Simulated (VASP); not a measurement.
A run of VASP 6.6.1 is set up as follows.

The input INCAR:

```
SYSTEM = Al16P16H
ALGO = Fast ; EDIFF = 1E-7
ENCUT = 520 ; GGA = PS
ISIF = 2 ; ISMEAR = 0
LASPH = .True. ; LCHARG = .True.
LELF = .True. ; LREAL = Auto
LVHAR = .True. ; LWAVE = .False.
NBANDS = 86 ; NELECT = 130.0
NELM = 100 ; PREC = Accurate
SIGMA = 0.02
```

KPOINTS

```
Automatic mesh
0
Gamma
  2 2 2
  0.5 0.5 0.5
```

File POSCAR:

```
Al16P16H
1.0
   -5.4711284545      5.4711284545     -5.4711284545
    5.4711284545     -5.4711284545     -5.4711284545
   -5.4711284545     -5.4711284545      5.4711284545
Al P H
16 16 1
Direct
    0.4949000122      0.2462683732      0.2453789515
    0.2478159606      0.2476383051      0.4956315015
   -0.0015308979      0.2532589593      0.7488336277
    0.7498958595     -0.0039423062      0.2521487125
    0.7498989723      0.2518946085     -0.0021875945
    0.5013982620      0.0046947718      0.5003334460
    0.2534424087     -0.0016616551      0.7488313508
   -0.0038497044      0.7497181997      0.2520872089
    0.9807584042      0.9806084718      0.9792337251
    0.7499216710      0.7497554560      0.5304051258
    0.5188874299      0.7497672865      0.7484011539
    0.2464014762      0.4947734109      0.2453340460
    0.2520204930      0.7497218410     -0.0022244358
    0.0048834119      0.5012698614      0.5003801727
    0.7499167149      0.5186583882      0.7483856552
    0.5037081488      0.5035305794      0.0058384945
    0.4999778001     -0.0004534817      0.2486184691
    0.2496018125     -0.0003595716      0.4984720182
    0.0089909247      0.0088162203      0.7506305540
    0.7499237166      0.7497872351      0.2640278382
    0.7498728956      0.0053125033      0.0056973519
    0.4908442986      0.7497115869      0.4916045522
    0.2589489396      0.7497996908      0.7495145263
   -0.0002907056      0.4998530106      0.2486509717
    0.0054437626      0.7496943213      0.0056514228
    0.7498870231      0.4906825029      0.4916212028
    0.4943811734      0.4942028099      0.7500906720
    0.2407617190      0.2406335881      0.2403498195
    0.2502537028      0.4999520336     -0.0011802758
   -0.0001575544      0.2494762418      0.4985140647
    0.7499273486      0.2587284750      0.7495070550
    0.5001165416      0.2500919486     -0.0011423885
    0.7500213426      0.7499498101      0.7432227604
```

Potentials or basis: VASP PAW PBE potentials, release 64 (Al, P, H).

The run is started by

```sh
$ cat potpaw_PBE.64/Al/POTCAR potpaw_PBE.64/P/POTCAR potpaw_PBE.64/H/POTCAR > POTCAR
$ mpirun -np 1 vasp_std > vasp.out
```

(1) Estimate the band gap on the k mesh.

(2) Estimate the largest force.

Results:

(1) 2.01 eV, direct.

(2) 0.016 eV/Å.

Caveat: the cell carries a net charge on a neutralising background, which shifts energy and pressure; the cell is charged against a uniform background, so pressure and absolute levels hang on convention; the PAW data sets were made with another functional, which shifts forces and pressure a little.
